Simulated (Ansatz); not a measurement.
# ZrO2 (Fm-3m): cell relaxations under several functionals in Python

Aim: cell relaxations under several functionals, for ZrO2 (Fm-3m), run from a script.

The COD entry's cell or inner coordinates are ideal or old and differ from later refinements, so a difference from it is no clean test against experiment.

All numbers are computed with the Python package of Ansatz 0.2.0. The levels of theory stand in the script.

## Step 1: The system

Symmetry: Fm-3m, No. 225, cubic system. Conventional cell: a = 5.070 Å, b = 5.070 Å, c = 5.070 Å, α = 90.00°, β = 90.00°, γ = 90.00°. Zr (site symmetry m-3m) is surrounded by 8 O at 2.20 Å. O (site symmetry -43m) is surrounded by 4 Zr at 2.20 Å.

No structure file is read: the coordinates are typed or built in the script.

## Step 2: The script

zro2_lattice.py reads:

```python
'''Relaxed cell of ZrO2 under several functionals.'''

from dataclasses import dataclass
import warnings

import ansatz as az
import numpy as np


@dataclass
class Settings:
    filling: str = 'Fixed'
    fmax: float = 0.05


settings = Settings()

def edges_and_angles(cell):
    cell = np.asarray(cell)
    a, b, c = np.linalg.norm(cell, axis=1)
    cosines = cell[1] @ cell[2] / (b * c), cell[0] @ cell[2] / (a * c), cell[0] @ cell[1] / (a * b)
    return (a, b, c, *np.degrees(np.arccos(cosines)))

warnings.simplefilter('ignore', az.DeckWarning)

zro2 = (
    az.Lattice.fcc(5.07)
    .space_group(225)
    .atom('Zr', [0.0, 0.0, 0.0])
    .atom('O', [0.25, 0.75, 0.75])
    .primitive()
)

model = zro2.calculation()
model = model.basis(35 * az.Ry)
model = model.kpoints(6)
model = model.occupations(settings.filling).relax(cell=True, force_tolerance=settings.fmax)

levels = [('pbe', 'd3bj'), ('pbesol', 'none'), ('r2scan', 'none'), ('pbe', 'd4')]
print('level            a       b       c    alpha   beta  gamma  V/atom  steps')
for name, dispersion in levels:
    seen = []
    run = model.functional(name, dispersion=dispersion).session().plan()
    done = run.execute(on_event=lambda e: seen.append(e) if e['event'] == 'relax_step' else None)
    cell = done.lattice.cell_ang
    label = name if dispersion == 'none' else f'{name}+{dispersion}'
    print('{:13s} {:7.4f} {:7.4f} {:7.4f} {:6.2f} {:6.2f} {:6.2f}'.format(label, *edges_and_angles(cell)), f'{abs(np.linalg.det(cell)) / len(done.lattice.sites):7.3f} {len(seen):5d}')
```

## Step 3: Launch

Run with:

```
python zro2_lattice.py
```

**Question.** Rank the levels of theory by the volume of the relaxed cell.

The runs gave:

| quantity | value |
| --- | --- |
| runs compared | 4 |
| ZrO2 (run 1): relaxed volume, space group | 10.97 Å³/atom, Fm-3m |
| ZrO2 (run 2): relaxed volume, space group | 10.82 Å³/atom, Fm-3m |
| ZrO2 (run 3): relaxed volume, space group | 10.99 Å³/atom, Fm-3m |
| ZrO2 (run 4): relaxed volume, space group | 10.98 Å³/atom, Fm-3m |

What this shows: Run 3 has a cutoff under the recommended one, so what rests on it isn't a property of the system. From smallest to largest: PBEsol (10.82 Å³ an atom, -0.3 % against the start), PBE+D3BJ (10.97 Å³ an atom, +1.0 % against the start), PBE+D4 (10.98 Å³ an atom, +1.1 % against the start) and r2SCAN (10.99 Å³ an atom, +1.2 % against the start). The spread is 1.5 % in volume. In run 1, over 2 moves the cell grew by 1.0 % in volume, and the space group stayed Fm-3m. In run 4, the volume grew by 1.1 % over 2 moves, and the space group stayed Fm-3m. Reading the output:
- The cutoff lies under the one recommended for these potentials in some of the runs.
- No spin polarisation was allowed.
- Forces vanish by symmetry, so the ions can't move, and the end may be a saddle.
- Edges and angles that the script prints are those of the cell as typed, here a primitive one.
- Of the deposited cell: the entry's cell lengths or inner coordinates differ somewhat from later room-temperature determinations.
